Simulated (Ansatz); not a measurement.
Structures of SnO₂: which is lowest?

Plane-wave DFT in Ansatz with scalar-relativistic PAW potentials, cutoff 420 eV, Γ-centred meshes chosen by cell and gap, Gaussian smearing with energies taken to zero width. Every cell was relaxed (cell and atoms) in a run of its own, within the symmetry of its start. Functional: LDA.

Relaxed structures (starts from databases or built by putting these elements on another compound's sites):
A. I4_1/amd, 6 atoms in the computed cell, a = 3.972 Å, c = 10.180 Å; sites (symmetry × multiplicity) Sn -4m2 × 4, O 2mm. × 8; start: database
B. R-3m, 3 atoms in the computed cell, a = 3.208 Å, c = 12.244 Å; sites (symmetry × multiplicity) Sn -3m × 3, O 3m × 6; start: database
C. P4_2/mnm, 6 atoms in the computed cell, a = 4.722 Å, c = 3.190 Å; sites (symmetry × multiplicity) Sn m.mm × 2, O m.2m × 4; start: database
D. P6_3/mmc, 6 atoms in the computed cell, a = 3.170 Å, c = 10.414 Å; sites (symmetry × multiplicity) Sn -3m. × 2, O 3m. × 4; start: database
E. Pa-3, 12 atoms in the computed cell, a = 5.068 Å; sites (symmetry × multiplicity) Sn .-3. × 4, O .3. × 8; start: database
F. Pbcn, 12 atoms in the computed cell, a = 4.703 Å, b = 5.695 Å, c = 5.204 Å; sites (symmetry × multiplicity) Sn .2. × 4, O 1 × 8; start: database
G. Pnma, 12 atoms in the computed cell, a = 5.232 Å, b = 3.455 Å, c = 7.023 Å; sites (symmetry × multiplicity) Sn .m. × 4, O .m. × 4 + .m. × 4; start: database

Problem. Rank them by energy. Could pressure change the order?

Solution.
```csv
structure,group,E − E(lowest) (meV/atom),V (Å³/atom),gap on mesh (eV)
C,P4_2/mnm,0.0,11.86,1.16
F,Pbcn,12.1,11.62,1.50
E,Pa-3,72,10.85,1.09
A,I4_1/amd,90,13.39,1.73
B,R-3m,190,12.12,1.56
D,P6_3/mmc,234,15.10,2.26
G,Pnma,260,10.58,0.65
```

C is lowest, 12 meV/atom under F. E is denser by 1.01 Å³/atom, so pressure favours it: ΔE/ΔV, with ΔE in eV and 1 eV/Å³ = 160.2 GPa, gives about 11 GPa for equal enthalpy if both cells were rigid, a rough figure since the two compress differently. Other structures may lie lower than all of these, and vibrations aren't counted.